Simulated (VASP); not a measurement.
A run of VASP 6.6.1 is set up as follows.

The input INCAR:

```
SYSTEM = PbS
PREC = Accurate ; ENCUT = 300
EDIFF = 1E-7 ; ISMEAR = 0
SIGMA = 0.03 ; LREAL = .FALSE.
LASPH = .TRUE. ; NELM = 80
ALGO = Normal ; ISIF = 2
LWAVE = .FALSE. ; LCHARG = .FALSE.
GGA = PE ; IBRION = 2
NSW = 40 ; EDIFFG = -0.01
```

File KPOINTS:

```
regular mesh
0
G
  4 4 4
  0 0 0
```

The input POSCAR:

```
PbS                                     
1.0
   -0.0000000000      2.9358073914      2.9358073914
    2.9358073914     -0.0000000000      2.9358073914
    2.9358073914      2.9358073914      0.0000000000
  Pb              S             
     1     1
Direct
     0.0000000000000000    1.0000000000000000    0.0000000000000000
     0.5000000000000000    0.5000000000000000    0.5000000000000000
```

Potentials or basis: VASP PAW PBE potentials, release 64 (Pb, S).

Command:

```console
$ cat potpaw_PBE.64/Pb/POTCAR potpaw_PBE.64/S/POTCAR > POTCAR
$ mpirun -np 1 vasp_std > vasp.out
```

Predict the band gap on the k mesh.

0.24 eV, direct.

Final structure:
```xyz
2
Lattice="0.0000 2.9358 2.9358 2.9358 0.0000 2.9358 2.9358 2.9358 0.0000" Properties=species:S:1:pos:R:3 pbc="T T T"
Pb    0.0000    0.0000    0.0000
S     2.9358    2.9358    2.9358
```

Caveat: the k mesh is coarse (spacing up to 0.46 Å⁻¹), so the values aren't converged; the relaxation stopped at its first step, so nothing moved; spin-orbit coupling is left out, which as a rule narrows the gap of such compounds by several tenths of an eV. A k mesh can miss the band edges.
